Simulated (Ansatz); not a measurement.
The system is InP.

```
In P
1.0
     0.00000    2.93050    2.93050
     2.93050    0.00000    2.93050
     2.93050    2.93050    0.00000
In P
1 1
Direct
  0.00000 0.00000 0.00000
  0.75000 0.75000 0.75000
```

| Item | Value |
| --- | --- |
| Program | Ansatz 0.2.0 |
| Task | relaxation of cell and atoms |
| Functional | RPBE |
| Potentials or basis | all-electron LAPW, scalar-relativistic |
| Basis error allowed | 0.001 eV/atom |
| k mesh | 8 × 8 × 8 |
| Occupations | fermi-dirac, width 0.05 eV |
| Spin | no spin polarisation |

At the start: volume 25.17 Å³/atom.

Question: Where does the relaxation end?

Answer: Over 4 steps the energy falls by 30.9 meV/atom and the volume is 27.26 Å³/atom (+8.3 %); space group F-43m (No. 216, to 0.05 Å).

Step by step:
```
step  energy change (eV)  largest force (eV/Å)  volume (Å³)
   1              0.0000                0.0000        50.33
   2             -0.0614                0.0000        54.83
   3             -0.0618                0.0000        54.52
   4             -0.0618                0.0000        54.52
```

Final structure:
```cif
data_structure
_symmetry_space_group_name_H-M 'P 1'
_symmetry_Int_Tables_number 1
_cell_length_a 4.2562
_cell_length_b 4.2562
_cell_length_c 4.2562
_cell_angle_alpha 60.000
_cell_angle_beta 60.000
_cell_angle_gamma 60.000
_cell_volume 54.52
loop_
_atom_site_label
_atom_site_type_symbol
_atom_site_fract_x
_atom_site_fract_y
_atom_site_fract_z
_atom_site_occupancy
In1 In 0.00000 0.00000 0.00000 1
P1 P 0.75000 0.75000 0.75000 1
```
